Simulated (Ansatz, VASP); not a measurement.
# One calculation of Sb, two programs

The input INCAR:

```
PREC = Accurate
ENCUT = 520
EDIFF = 1E-7
ISMEAR = -1
SIGMA = 0.05
LREAL = False
LASPH = True
NELM = 100
ALGO = Normal
ISIF = 2
LWAVE = False
LCHARG = False
GGA = PE
NBANDS = 12
```

KPOINTS

```
Automatic mesh
0
Gamma
  9 6 6
```

The input POSCAR:

```
Sb
1.0
    3.1836411160      0.0000000000      0.0000000000
    0.0000000000      4.4327850985      0.0000000000
   -0.0396782330      0.0000000000      4.4922631929
Sb
2
Direct
    0.0113890000      0.2500000000      0.2411660000
    0.9886110000      0.7500000000      0.7588340000
```

The input input.yaml:

```yaml
crystal:
  lattice:
    - [3.183641116, 0.0, 0.0]
    - [0.0, 4.4327850985, 0.0]
    - [-0.039678233, 0.0, 4.4922631929]
  atoms:
    - { symbol: Sb, position: [0.011389, 0.25, 0.241166] }
    - { symbol: Sb, position: [0.988611, 0.75, 0.758834] }
hamiltonian:
  xc: pbe
  pseudopotentials: { kind: paw }
kpoints:
  mp_grid: { grid: [9, 6, 6] }
scf:
  occupations: { method: fermi_dirac, width: 0.05 }
output:
  forces: true
  stress: true
  eigenvalues: true
```

Change from the starting cell: volume scaled by 1.06.

Alike in both runs: task single point; functional PBE; k mesh 9 × 6 × 6; occupations fermi-dirac, width 0.05 eV; no spin polarisation.

|  | VASP | Ansatz |
| --- | --- | --- |
| version | VASP 6.6.1 | Ansatz 0.2.0 |
| potentials or method | VASP PAW PBE potentials, release 64 (Sb) | Ansatz PAW |
| plane-wave cutoff (eV) | 520 | 420 |
| valence electrons in the cell | 10 | 30 |

|  | VASP | Ansatz | Ansatz less VASP |
| --- | --- | --- | --- |
| gap on the k mesh at the Fermi level (eV) | none | none | - |
| pressure (GPa) | -2.4 | -2.4 | +0.04 |
| largest component of the traceless stress (GPa) | 0.44 | 0.44 | +0.004 |
| rms of the force components (eV/Å) | 0.025 | 0.027 | +0.0020 |

Atom by atom the forces differ by 0.003 eV/Å (rms over components). A gap of «none» marks a metal or a gap that the smearing closes. With one functional, cell and mesh, what is left measures potentials, basis and numerics. The two sets of potentials don't hold the same shells in valence.

The runs have no spin-orbit coupling, so splittings on Sb are missing.
